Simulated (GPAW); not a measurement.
Runs of GPAW 26.7.0 on NiO. Symmetry: Fm-3m, No. 225, cubic system. The conventional cell has a = 4.172 Å, b = 4.172 Å, c = 4.172 Å, α = 90.00°, β = 90.00°, γ = 90.00°. Ni (site symmetry m-3m) is surrounded by 6 O at 2.09 Å. Around O (site symmetry m-3m) lie 6 Ni at 2.09 Å. 

```csv
level,cell,target pressure,gap on the mesh (eV),pressure (GPa),moment (μB),relaxed volume (Å³/atom)
PBEsol+D3,relaxed,-,none,0.0,1.06,(a)
PBEsol,relaxed to 10 GPa,10 GPa,none,9.8,0.98,-
PBEsol+D3(BJ)+ATM,relaxed,-,none,0.0,1.07,8.81
PBEsol,relaxed,-,none,-0.1,(c),8.87
PBEsol+D4,relaxed,-,none,-0.1,1.06,8.77
PBEsol,relaxed to 2 GPa,2 GPa,none,1.9,1.06,-
PBEsol,relaxed to 20 GPa,20 GPa,none,20.0,(b),-
```

Alike in all rows: task relaxation of cell and atoms; potentials or basis PAW data sets generated in the run's folder for this functional, pw; spin collinear, ferromagnetic start; k mesh 9 × 9 × 9; cutoff (eV) 800; smearing fermi-dirac 0.05 eV.

Question: Estimate the missing entries.

Answer: (a) 8.79; (b) 0.93; (c) 1.09.

Caveats: each step starts from the last one's moments, so a moment once lost doesn't come back; the stock nickel data set gives pressures a few GPa off other programs; later steps reuse the first step's grids; a cell with one magnetic atom can't hold antiferromagnetic order, which such compounds often take; semilocal functionals often make such compounds metallic where correlation or magnetic order opens a gap, which also shifts bond lengths; pairwise dispersion overbinds metals, which lowers pressure and volume (some runs).

A gap of «none» marks a metal or a gap under the smearing width.
